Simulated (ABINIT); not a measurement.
# InP (F-43m) in ABINIT: settings compared, part 2 of 2

ABINIT 10.8.3 (patched build).

**3. Equation of state, LDA**

run.abi reads:

```
# Datasets: one volume each
ndtset 7
getwfk -1
scalecart1 3*0.9795861087
scalecart2 3*0.9864848297
scalecart3 3*0.9932883884
scalecart4 3*1.0000000000
scalecart5 3*1.0066227096
scalecart6 3*1.0131594038
scalecart7 3*1.0196128224

# Pseudopotentials
pp_dirpath "./"
pseudos "In.LDA_PW-JTH.xml, P.LDA_PW-JTH.xml"

# Structure
acell 7.83169184 7.83169184 7.83169184
rprim
     0.0000000000     0.7071067812     0.7071067812
     0.7071067812     0.0000000000     0.7071067812
     0.7071067812     0.7071067812     0.0000000000
ntypat 2
znucl 49 15
natom 2
typat 1 2
xred
     0.0000000000     0.0000000000     0.0000000000
     0.7500000000     0.7500000000     0.7500000000

# Plane-wave basis
ecut 544.227725 eV
pawecutdg 40.0

# k points
kptopt 1
ngkpt 8 8 8
nshiftk 1
shiftk 0.0 0.0 0.0

# Exchange and correlation
ixc 7

# Bands and occupations
nband 13
occopt 3
tsmear 0.00183747

# SCF cycle
nstep 100
tolvrs 1.0e-9

# Output
iomode 3
prtwf 1
prtden 0
prteig 0
prtebands 0
```

Potentials or basis: JTH PAW LDA v2.0.

Command:

```
$ abinit run.abi > log 2>&1
```

run.abo:

```text
.Version 10.8.3 of ABINIT
 DATASET    1 : space group F-4 3 m (#216); Bravais cF (face-center cubic)
================================================================================
 Values of the parameters that define the memory need for DATASET  1.
     intxc =       0    ionmov =       0      iscf =      17    lmnmax =      18
     lnmax =       6     mgfft =      32  mpssoang =       3    mqgrid =    3001
     natom =       2  nloc_mem =       2    nspden =       1   nspinor =       1
    nsppol =       1      nsym =      24    n1xccc =       1    ntypat =       2
    occopt =       3   xclevel =       1
       mpw =        1384          nfft =       32768          nkpt =          29
 PAW method is used; the additional fine FFT grid is defined by:
   mgfftf=        45    nfftf =     91125
================================================================================
================================================================================
[... 71 lines left out ...]
 DATASET    7 : space group F-4 3 m (#216); Bravais cF (face-center cubic)
================================================================================
 Values of the parameters that define the memory need for DATASET  7.
     intxc =       0    ionmov =       0      iscf =      17    lmnmax =      18
     lnmax =       6     mgfft =      36  mpssoang =       3    mqgrid =    3001
     natom =       2  nloc_mem =       2    nspden =       1   nspinor =       1
    nsppol =       1      nsym =      24    n1xccc =       1    ntypat =       2
    occopt =       3   xclevel =       1
       mpw =        1556          nfft =       46656          nkpt =          29
 PAW method is used; the additional fine FFT grid is defined by:
[... 1428 lines left out ...]
            acell      7.8316918400E+00  7.8316918400E+00  7.8316918400E+00 Bohr
           etotal1    -6.4900258829E+01
           etotal2    -6.4900871486E+01
           etotal3    -6.4901093082E+01
           etotal4    -6.4900977260E+01
           etotal5    -6.4900571946E+01
           etotal6    -6.4899884688E+01
           etotal7    -6.4898963105E+01
            fcart1     1.5511219606E-30 -4.6533658818E-30  1.5511219606E-30
                      -1.5511219606E-30  4.6533658818E-30 -1.5511219606E-30
            fcart2    -9.6267162438E-31 -1.9253432488E-31  1.3477402741E-30
                       9.6267162438E-31  1.9253432488E-31 -1.3477402741E-30
            fcart3    -5.7364666568E-31 -5.9733950992E-48  5.7364666568E-31
                       5.7364666568E-31  5.9733950992E-48 -5.7364666568E-31
            fcart4    -0.0000000000E+00 -0.0000000000E+00 -0.0000000000E+00
                      -0.0000000000E+00 -0.0000000000E+00 -0.0000000000E+00
            fcart5     6.6038910216E-31  3.7736520123E-31 -1.4151195046E-30
                      -6.6038910216E-31 -3.7736520123E-31  1.4151195046E-30
[... 38 lines left out ...]
                       0.0000000000E+00  0.0000000000E+00  0.0000000000E+00
           xangst1     0.0000000000E+00  0.0000000000E+00  0.0000000000E+00
                       4.3060156345E+00  4.3060156345E+00  4.3060156345E+00
           xangst2     0.0000000000E+00  0.0000000000E+00  0.0000000000E+00
                       4.3363406873E+00  4.3363406873E+00  4.3363406873E+00
           xangst3     0.0000000000E+00  0.0000000000E+00  0.0000000000E+00
                       4.3662474304E+00  4.3662474304E+00  4.3662474304E+00
           xangst4     0.0000000000E+00  0.0000000000E+00  0.0000000000E+00
                       4.3957499971E+00  4.3957499971E+00  4.3957499971E+00
           xangst5     0.0000000000E+00  0.0000000000E+00  0.0000000000E+00
                       4.4248617728E+00  4.4248617728E+00  4.4248617728E+00
           xangst6     0.0000000000E+00  0.0000000000E+00  0.0000000000E+00
                       4.4535954463E+00  4.4535954463E+00  4.4535954463E+00
           xangst7     0.0000000000E+00  0.0000000000E+00  0.0000000000E+00
                       4.4819630611E+00  4.4819630611E+00  4.4819630611E+00
             xred      0.0000000000E+00  0.0000000000E+00  0.0000000000E+00
                       7.5000000000E-01  7.5000000000E-01  7.5000000000E-01
 Calculation completed.
```

It took 94 s on 1 thread of Arm Neoverse V1, shared host; peak memory 0.14 GiB.

Results:

```
Equilibrium volume                      : 24.74 Å³/atom
Bulk modulus                            : 71 GPa
Pressure derivative of the bulk modulus : 4.7 (rough: it moves with the points fitted)
```

Energy against volume, from the lowest point:
```
volume (Å³/atom)  energy (meV/atom)
          23.657              11.35
          24.160               3.01
          24.663               0.00
          25.167               1.58
          25.670               7.09
          26.173              16.44
          26.677              28.98
```

Caveat: the cutoff is too short for stress, so the log's stress isn't used; pressures at fixed basis lie under the slope of the energies.

**4. Band structure, WC**

run.abi reads:

```
# Datasets: ground state, then fixed potential
ndtset 2

# Pseudopotentials
pp_dirpath "./"
pseudos "In.GGA_PBE-JTH_sp.xml, P.GGA_PBE-JTH.xml"

# Structure
acell 7.83169184 7.83169184 7.83169184
rprim
     0.0000000000     0.7071067812     0.7071067812
     0.7071067812     0.0000000000     0.7071067812
     0.7071067812     0.7071067812     0.0000000000
ntypat 2
znucl 49 15
natom 2
typat 1 2
xred
     0.0000000000     0.0000000000     0.0000000000
     0.7500000000     0.7500000000     0.7500000000

# Plane-wave basis
ecut 20.0
pawecutdg 40.0

# Exchange and correlation
ixc 23

# Bands and occupations
occopt 3
tsmear 0.00183747

# SCF cycle
nstep 100

# Output
iomode 3
prtwf 0
prteig 0
prtebands 0
prtden1 1

# Dataset 1
kptopt1 1
ngkpt1 8 8 8
nshiftk1 1
shiftk1 0.0 0.0 0.0
nband1 8
tolvrs1 1.0e-9

# Dataset 2: bands along G-X-W-K-G-L-U-W-L-K
iscf2 -2
getden2 1
nband2 12
nbdbuf2 2
tolwfr2 1.0e-12
kptopt2 -9
ndivsm2 6
prteig2 1
kptbounds2
     0.0000000000     0.0000000000     0.0000000000
     0.5000000000     0.0000000000     0.5000000000
     0.5000000000     0.2500000000     0.7500000000
     0.3750000000     0.3750000000     0.7500000000
     0.0000000000     0.0000000000     0.0000000000
     0.5000000000     0.5000000000     0.5000000000
     0.6250000000     0.2500000000     0.6250000000
     0.5000000000     0.2500000000     0.7500000000
     0.5000000000     0.5000000000     0.5000000000
     0.3750000000     0.3750000000     0.7500000000
```

Potentials or basis: JTH PAW PBE v2.0 sp.

Command:

```
$ abinit run.abi > log 2>&1
```

It took 35 s on 1 thread of Arm Neoverse V1, shared host; peak memory 0.13 GiB.

The run converged. Its results:

* Free energy: -238.3485 eV
* Band gap on the k mesh: 0.68 eV, direct
* Valence electrons inside the program's atomic spheres: In 2.40; P 1.59

Levels at the corners of the path, in eV from the valence-band top:
```csv
point,band 2,band 3,band 4,band 5,band 6,band 7
Γ,0.00,0.00,0.00,0.68,4.07,4.07
X,-5.80,-2.34,-2.34,1.63,2.19,9.19
W,-5.62,-3.03,-2.95,4.24,4.42,5.54
K,-5.63,-3.37,-1.96,2.27,4.38,7.49
Γ,0.00,0.00,0.00,0.68,4.07,4.07
L,-5.78,-0.98,-0.98,1.45,4.77,4.77
U,-5.63,-3.37,-1.96,2.27,4.38,7.49
W,-5.62,-3.03,-2.95,4.24,4.42,5.54
L,-5.78,-0.98,-0.98,1.45,4.77,4.77
K,-5.63,-3.37,-1.96,2.27,4.38,7.49
```

Caveat: the cutoff is too short for stress, so the log's stress isn't used; the PAW data sets were made with another functional, which shifts forces and pressure a little; spin-orbit coupling is left out, which moves the levels of the heavy elements; this set keeps more shells in the core, which shifts pressures and gaps.

**5. Summary**

| task | level | potentials or basis | V0 of scaled cells (Å³/atom) | B0 (GPa) |
| --- | --- | --- | --- | --- |
| equation of state | LDA-Teter | JTH PAW LDA v2.0 sp | 25.58 | 72 |
| equation of state | LDA | JTH PAW LDA v2.0 | 24.74 | 71 |
| band structure | WC | JTH PAW PBE v2.0 sp | - | - |

Alike in all rows: no spin polarisation; cell as given; k mesh 8 × 8 × 8; cutoff (eV) 544; smearing fermi-dirac 0.05 eV.

Caveats: pressures at fixed basis lie under the slope of the energies (some runs); this set keeps more shells in the core, which shifts pressures and gaps (some runs); the PAW data sets were made with another functional, which shifts forces and pressure a little (some runs); spin-orbit coupling is left out, which moves the levels of the heavy elements (some runs).

Total energies depend on the potentials used, so only differences within one code and one set of settings carry meaning.

**6. Comparison with measurements**

Step 2. Against the measured bulk modulus of InP, 71 GPa (a printed reference work, data compilation), the calculated 72 GPa is off by +1.8 %. The fit is for a static lattice scaled at fixed shape and fixed fractional positions.

Step 3. A measured bulk modulus of InP is 71 GPa (a printed reference work, data compilation); the calculated 71 GPa misses it by -0.2 %. The fit is for a static lattice scaled at fixed shape and fixed fractional positions.

Step 4. Measured gap of InP: 1.4236 eV (direct; 1.6 K; a printed reference work, data compilation). This calculation gives 0.68 eV (-0.74 eV). Spin-orbit coupling on In is left out. The value is that of WC, without temperature or zero-point motion. Semilocal functionals fall short of measured gaps as a rule.
